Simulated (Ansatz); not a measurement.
Runs of Ansatz 0.2.0 on KF (Carobbiite). The structure is cubic, space group Fm-3m (No. 225). Conventional cell: a = 5.344 Å, b = 5.344 Å, c = 5.344 Å, α = 90.00°, β = 90.00°, γ = 90.00°. K (site symmetry m-3m) is surrounded by 6 F at 2.67 Å. Around F (site symmetry m-3m) lie 6 K at 2.67 Å. 

| level | potentials or basis | spin | cell | k mesh | cutoff (eV) | smearing | driver | other keys | gap on the mesh (eV) | pressure (GPa) | moment (μB) | largest force (eV/Å) |
| --- | --- | --- | --- | --- | --- | --- | --- | --- | --- | --- | --- | --- |
| LDA | JTH PAW LDA | off | atoms moved at random, drawn with an rms of 0.05 Å | 7 × 7 × 7 | 1500 | cold 0.1 eV | calculator | - | 5.80 | -3.0 | - | 0.16 |
| LDA | JTH PAW LDA | non-collinear, ferromagnetic start | as given | 9 × 9 × 9 | 1500 | methfessel-paxton 0.01 eV | chain | basis.xc_grid = 1; basis.ecutrho_ratio = 6; … | 5.80 | (a) | 0.00 | - |
| LDA | PseudoDojo LDA | off | volume scaled by 1.25 | 9 × 9 × 9 | 1143 | cold 0.05 eV | calculator | scf.n_extra_bands = 32 | 4.84 | -6.4 | - | - |
| LDA | JTH PAW LDA | off | atoms moved at random, drawn with an rms of 0.05 Å | 7 × 7 × 7 | 1500 | cold 0.1 eV | - | - | 5.80 | -3.0 | - | 0.16 |
| BLYP+D3(BJ)+ATM | Ansatz PAW accurate | collinear, ferromagnetic start | atoms moved at random, drawn with an rms of 0.1 Å | 7 × 7 × 7 | 1300 | gaussian 0.02 eV | calculator | basis.ecutrho_ratio = 9; scf.eigensolver.kind = davidson | 6.22 | -0.7 | 0.00 | 0.08 |

Alike in all rows: task single point.

Question: Estimate the missing entries.

Answer: (a) -3.3.

Caveats: odd divisions of the mesh miss points on the zone boundary, where band edges often lie, so the gap on the mesh can be too wide; the starting moments weren't kept (some runs); the potentials were made for another functional, which shifts forces and pressure (some runs).

A k mesh can miss the band edges.

Runs at the PBE level aren't shown here.
